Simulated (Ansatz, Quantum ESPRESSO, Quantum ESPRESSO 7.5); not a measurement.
# Evanescent states of CaSe, rock salt type, lattice constant set to 5.87 Å

Aim: how fast states decay in the gap of CaSe, rock salt type, lattice constant set to 5.87 Å.

Program: Quantum ESPRESSO 7.5. Level of theory: plane-wave DFT, LDA, PseudoDojo norm-conserving pseudopotentials (cross-check by Ansatz 0.2.0 with PAW datasets). Results are calculated unless marked as measured.

The structure was built from a prototype and need not be the compound's stable phase.

### Step 1. The starting structure

Symmetry: Fm-3m, No. 225, cubic system. The conventional cell has a = 5.870 Å, b = 5.870 Å, c = 5.870 Å, α = 90.00°, β = 90.00°, γ = 90.00°. Nearest to Ca lie 6 Se at 2.93 to 2.94 Å. Se has 6 Ca at 2.93 to 2.94 Å nearest. Farther neighbours and most contacts between anions are not listed.

Structure file:

```cif
data_structure
_symmetry_space_group_name_H-M 'P 1'
_symmetry_Int_Tables_number 1
_cell_length_a 4.1507
_cell_length_b 4.1507
_cell_length_c 5.8700
_cell_angle_alpha 90.000
_cell_angle_beta 90.000
_cell_angle_gamma 90.000
_cell_volume 101.13
loop_
_atom_site_label
_atom_site_type_symbol
_atom_site_fract_x
_atom_site_fract_y
_atom_site_fract_z
_atom_site_occupancy
Ca1 Ca 0.00000 0.00000 0.00000 1
Se2 Se 0.50000 0.50000 0.00000 1
Ca3 Ca 0.50000 0.50000 0.50000 1
Se4 Se 0.00000 0.00000 0.50000 1
```

### Step 2. SCF with pw.x

pwcond needs a cell whose third axis lies along the current and stands perpendicular to the other two.

File scf.in:

```
&control
  prefix = 'scf'
  outdir = './out'
  pseudo_dir = './pseudo'
  calculation = 'scf'
  tprnfor = .true.
/
&system
  ibrav = 0
  nat = 4
  ntyp = 2
  ecutwfc = 78
  ecutrho = 312
  occupations = 'fixed'
  nbnd = 30
/
&electrons
  conv_thr = 1e-09
  mixing_beta = 0.6
  electron_maxstep = 120
/
ATOMIC_SPECIES
  Ca  40.0780  Ca.dojo-sr-lda-0.4.1-standard.upf
  Se  78.9710  Se.dojo-sr-lda-0.4.1-standard.upf
CELL_PARAMETERS angstrom
  4.15071680556503 0.00000000000000 0.00000000000000
  0.00000000000000 4.15071680556503 0.00000000000000
  0.00000000000000 0.00000000000000 5.87000000000000
ATOMIC_POSITIONS crystal
  Ca  0.000000000000 0.000000000000 0.000000000000
  Se  0.500000000000 0.500000000000 0.000000000000
  Ca  0.500000000000 0.500000000000 0.500000000000
  Se  0.000000000000 0.000000000000 0.500000000000
K_POINTS automatic
  6 6 6 0 0 0
```

The run is started by

```bash
> OMP_NUM_THREADS=1 mpirun -n 2 pw.x -nk 2 -in scf.in > scf.out
```

The log of the run:

```text
Program PWSCF v.7.5 starts
[citation notice left out]

     Parallel version (MPI & OpenMP), running on       2 processor cores
     Number of MPI processes:                 2
     Threads/MPI process:                     1

     MPI processes distributed on     1 nodes
[...]
Current dimensions of program PWSCF are:
     Max number of different atomic species (ntypx) = 10
     Max number of k-points (npk) =  40000
     Max angular momentum in pseudopotentials (lmaxx) =  4
     Found identity + ( -0.5000 -0.5000 -0.5000) symmetry
     This is a supercell, fractional translations are disabled
     Message from routine setup:
     using ibrav=0 with symmetry is DISCOURAGED, use correct ibrav instead

     K-points division:     npool     =       2
     Subspace diagonalization in iterative solution of the eigenvalue problem:
     a serial algorithm will be used

     G-vector sticks info
     --------------------
     sticks:   dense  smooth     PW     G-vecs:    dense   smooth      PW
     Sum        1533    1533    437                63595    63595    9789

     Using Slab Decomposition

     bravais-lattice index     =            0
     lattice parameter (alat)  =       7.8437  a.u.
     unit-cell volume          =     682.4658 (a.u.)^3
     number of atoms/cell      =            4
     number of atomic types    =            2
     number of electrons       =        52.00
     number of Kohn-Sham states=           30
     kinetic-energy cutoff     =      78.0000  Ry
     charge density cutoff     =     312.0000  Ry
     scf convergence threshold =      1.0E-09
     mixing beta               =       0.6000
     number of iterations used =            8  plain     mixing
     Exchange-correlation= SLA  PW   NOGX NOGC
                           (   1   4   0   0   0   0   0)

     celldm(1)=   7.843718  celldm(2)=   0.000000  celldm(3)=   0.000000
     celldm(4)=   0.000000  celldm(5)=   0.000000  celldm(6)=   0.000000

     crystal axes: (cart. coord. in units of alat)
               a(1) = (   1.000000   0.000000   0.000000 )
               a(2) = (   0.000000   1.000000   0.000000 )
               a(3) = (   0.000000   0.000000   1.414214 )

     reciprocal axes: (cart. coord. in units 2 pi/alat)
               b(1) = (  1.000000  0.000000  0.000000 )
               b(2) = (  0.000000  1.000000  0.000000 )
               b(3) = (  0.000000  0.000000  0.707107 )

     PseudoPot. # 1 for Ca read from file:
     ./pseudo/Ca.dojo-sr-lda-0.4.1-standard.upf
     Pseudo is Norm-conserving + core correction, Zval = 10.0
     Generated using ONCVPSP code by D. R. Hamann
     Using radial grid of 1724 points,  6 beta functions with:
                l(1) =   0
                l(2) =   0
                l(3) =   1
                l(4) =   1
                l(5) =   2
                l(6) =   2

     PseudoPot. # 2 for Se read from file:
     ./pseudo/Se.dojo-sr-lda-0.4.1-standard.upf
     Pseudo is Norm-conserving + core correction, Zval = 16.0
     Generated using ONCVPSP code by D. R. Hamann
     Using radial grid of 1198 points,  6 beta functions with:
                l(1) =   0
                l(2) =   0
                l(3) =   1
                l(4) =   1
                l(5) =   2
                l(6) =   2

     atomic species   valence    mass     pseudopotential
     Ca               10.00    40.07800     Ca( 1.00)
     Se               16.00    78.97100     Se( 1.00)

     16 Sym. Ops., with inversion, found

   Cartesian axes

     site n.     atom                  positions (alat units)
         1        Ca     tau(   1) = (   0.0000000   0.0000000   0.0000000  )
         2        Se     tau(   2) = (   0.5000000   0.5000000   0.0000000  )
         3        Ca     tau(   3) = (   0.5000000   0.5000000   0.7071068  )
         4        Se     tau(   4) = (   0.0000000   0.0000000   0.7071068  )

     number of k points=    40
                       cart. coord. in units 2pi/alat
        k(    1) = (   0.0000000   0.0000000   0.0000000), wk =   0.0092593
        k(    2) = (   0.0000000   0.0000000   0.1178511), wk =   0.0185185
        k(    3) = (   0.0000000   0.0000000   0.2357023), wk =   0.0185185
        k(    4) = (   0.0000000   0.0000000  -0.3535534), wk =   0.0092593
        k(    5) = (   0.0000000   0.1666667   0.0000000), wk =   0.0370370
        k(    6) = (   0.0000000   0.1666667   0.1178511), wk =   0.0740741
        k(    7) = (   0.0000000   0.1666667   0.2357023), wk =   0.0740741
        k(    8) = (   0.0000000   0.1666667  -0.3535534), wk =   0.0370370
        k(    9) = (   0.0000000   0.3333333   0.0000000), wk =   0.0370370
        k(   10) = (   0.0000000   0.3333333   0.1178511), wk =   0.0740741
[...]
k(   40) = (  -0.5000000  -0.5000000  -0.3535534), wk =   0.0092593

     Dense  grid:    63595 G-vectors     FFT dimensions: (  45,  45,  64)

     Estimated max dynamical RAM per process >     139.89 MB

     Estimated total dynamical RAM >     264.26 MB

     Initial potential from superposition of free atoms

     starting charge      51.9913, renormalised to      52.0000
     Starting wfcs are   28 randomized atomic wfcs +    2 random wfcs

     total cpu time spent up to now is        1.3 secs

     per-process dynamical memory:   118.0 Mb

     Self-consistent Calculation

     iteration #  1     ecut=    78.00 Ry     beta= 0.60
     Davidson diagonalization with overlap
     ethr =  1.00E-02,  avg # of iterations =  7.9

     Threshold (ethr) on eigenvalues was too large:
     Diagonalizing with lowered threshold

     Davidson diagonalization with overlap
     ethr =  2.23E-04,  avg # of iterations =  8.2

     total cpu time spent up to now is        7.6 secs

     total energy              =    -640.02379984 Ry
     estimated scf accuracy    <       0.08021429 Ry

     iteration #  2     ecut=    78.00 Ry     beta= 0.60
[...]
total energy              =    -640.03855411 Ry
     estimated scf accuracy    <       0.00842048 Ry

     iteration #  3     ecut=    78.00 Ry     beta= 0.60
[...]
c_bands:  1 eigenvalues not converged
[...]
total energy              =    -640.04044064 Ry
     estimated scf accuracy    <       0.00075371 Ry

     iteration #  4     ecut=    78.00 Ry     beta= 0.60
[...]
c_bands:  1 eigenvalues not converged
     c_bands:  1 eigenvalues not converged
     c_bands:  1 eigenvalues not converged
[...]
total energy              =    -640.04053404 Ry
     estimated scf accuracy    <       0.00002674 Ry

     iteration #  5     ecut=    78.00 Ry     beta= 0.60
[...]
total energy              =    -640.04054212 Ry
     estimated scf accuracy    <       0.00000109 Ry

     iteration #  6     ecut=    78.00 Ry     beta= 0.60
[...]
total energy              =    -640.04054246 Ry
     estimated scf accuracy    <       0.00000008 Ry

     iteration #  7     ecut=    78.00 Ry     beta= 0.60
[...]
total energy              =    -640.04054249 Ry
     estimated scf accuracy    <          2.1E-09 Ry

     iteration #  8     ecut=    78.00 Ry     beta= 0.60
[...]
total energy              =    -640.04054249 Ry
     estimated scf accuracy    <          7.3E-09 Ry

     iteration #  9     ecut=    78.00 Ry     beta= 0.60
[...]
End of self-consistent calculation

          k = 0.0000 0.0000 0.0000 (  7927 PWs)   bands (ev):

   -38.7319 -38.7318 -38.7316 -38.7316 -38.7230 -38.7230 -38.7230 -38.7229
   -38.7229 -38.7229 -31.9119 -31.9006 -13.2405 -13.1828 -13.1828 -13.1443
   -13.1443 -13.1443  -4.5458  -3.9471   4.8040   6.4411   6.4411   7.4036
     7.4037   7.4037   9.2268  10.6137  10.9494  10.9494

          k = 0.0000 0.0000 0.1179 (  7911 PWs)   bands (ev):

   -38.7320 -38.7317 -38.7315 -38.7315 -38.7231 -38.7230 -38.7230 -38.7230
   -38.7230 -38.7229 -31.9112 -31.9014 -13.2362 -13.1802 -13.1802 -13.1530
   -13.1469 -13.1469  -4.4873  -3.9646   4.7871   6.4739   6.4739   6.8302
     7.2814   7.2814   9.3118  10.7836  10.9811  11.2213

          k = 0.0000 0.0000 0.2357 (  7939 PWs)   bands (ev):

   -38.7319 -38.7317 -38.7316 -38.7315 -38.7231 -38.7231 -38.7231 -38.7230
   -38.7230 -38.7229 -31.9092 -31.9035 -13.2230 -13.1751 -13.1731 -13.1731
   -13.1538 -13.1538  -4.3382  -4.0314   4.8508   5.8935   6.5782   6.5782
     7.0191   7.0191   9.5586  10.3875  11.3695  11.8848

          k = 0.0000 0.0000-0.3536 (  7952 PWs)   bands (ev):

   -38.7318 -38.7318 -38.7316 -38.7316 -38.7231 -38.7231 -38.7231 -38.7231
   -38.7230 -38.7230 -31.9064 -31.9064 -13.2013 -13.2013 -13.1634 -13.1634
   -13.1634 -13.1634  -4.1641  -4.1641   5.1921   5.1921   6.7631   6.7631
     6.7631   6.7631   9.9383   9.9383  11.7776  11.7776

          k = 0.0000 0.1667 0.0000 (  7906 PWs)   bands (ev):

   -38.7319 -38.7317 -38.7316 -38.7315 -38.7230 -38.7230 -38.7230 -38.7229
   -38.7229 -38.7229 -31.9105 -31.9007 -13.2328 -13.1987 -13.1776 -13.1659
   -13.1495 -13.1443  -4.4305  -3.9005   4.9218   5.7590   6.3329   6.4798
     7.0753   7.1473   9.9111  11.0368  11.1016  11.1301

          k = 0.0000 0.1667 0.1179 (  7923 PWs)   bands (ev):

   -38.7319 -38.7317 -38.7315 -38.7315 -38.7231 -38.7230 -38.7230 -38.7230
   -38.7230 -38.7229 -31.9099 -31.9014 -13.2351 -13.1907 -13.1788 -13.1753
   -13.1465 -13.1465  -4.3755  -3.9124   4.8266   5.8726   6.1532   6.3575
     6.9852   6.9852   9.9847  10.8825  11.3187  12.1389

[...]
highest occupied, lowest unoccupied level (ev):     7.4037    9.2268

!    total energy              =    -640.04054249 Ry
     estimated scf accuracy    <          6.9E-11 Ry

     The total energy is the sum of the following terms:
     one-electron contribution =    -337.97804791 Ry
     hartree contribution      =     179.85083327 Ry
     xc contribution           =    -124.75469425 Ry
     ewald contribution        =    -357.15863359 Ry

     convergence has been achieved in   9 iterations

     Forces acting on atoms (cartesian axes, Ry/au):

     atom    1 type  1   force =     0.00000000    0.00000000    0.00000000
     atom    2 type  2   force =     0.00000000    0.00000000    0.00000000
     atom    3 type  1   force =     0.00000000    0.00000000    0.00000000
     atom    4 type  2   force =     0.00000000    0.00000000    0.00000000

     Total force =     0.000000     Total SCF correction =     0.000000

[...]
=------------------------------------------------------------------------------=
   JOB DONE.
=------------------------------------------------------------------------------=
```

Elapsed: 32 s, on 2 MPI ranks of AMD EPYC 9R45, shared host; peak memory 0.36 GiB; 63 s of CPU time.

Read from the output:

- free energy: -8708.1952 eV
- valence top, on the run's zero: 7.404 eV
- conduction bottom, on the run's zero: 9.227 eV
- gap by band count: 1.823 eV

The program's own clock; routines nest. Time by routine:

| routine | wall time (s) | calls |
| --- | --- | --- |
| PWSCF | 31.19 | 1 |
| electrons | 29.52 | 1 |
| c_bands | 26.66 | 10 |
| cegterg | 23.31 | 200 |
| h_psi | 17.9 | 1506 |
| fftw | 14.54 | 41576 |
| vloc_psi | 13.86 | 1506 |
| sum_band | 2.78 | 10 |
| calbec | 2.21 | 1586 |
| h_psi:calbec | 2.01 | 1506 |
| add_vuspsi | 1.85 | 1506 |
| init_run | 1.3 | 1 |
| wfcinit | 0.92 | 1 |
| cdiaghg | 0.72 | 1466 |

The run needed 9 iterations to bring the estimated error under 1e-09 Ry.

[end of part 1 of 4]

[Logs are printed without paths, hosts, clocks, repeated set-up lines and the standing remarks that a program may print on its own settings, such as how far it seeks lower states.]

[Hosts, paths, dates, database ids (printed as entryN), source tags and the programs' standing remarks are cut or masked in the printed files.]

[Maps of the electrostatic potential energy from Ansatz leave out the sawtooth potential of an applied field or a dipole correction, so their vacuum need not be flat; planar profiles and work functions include it.]
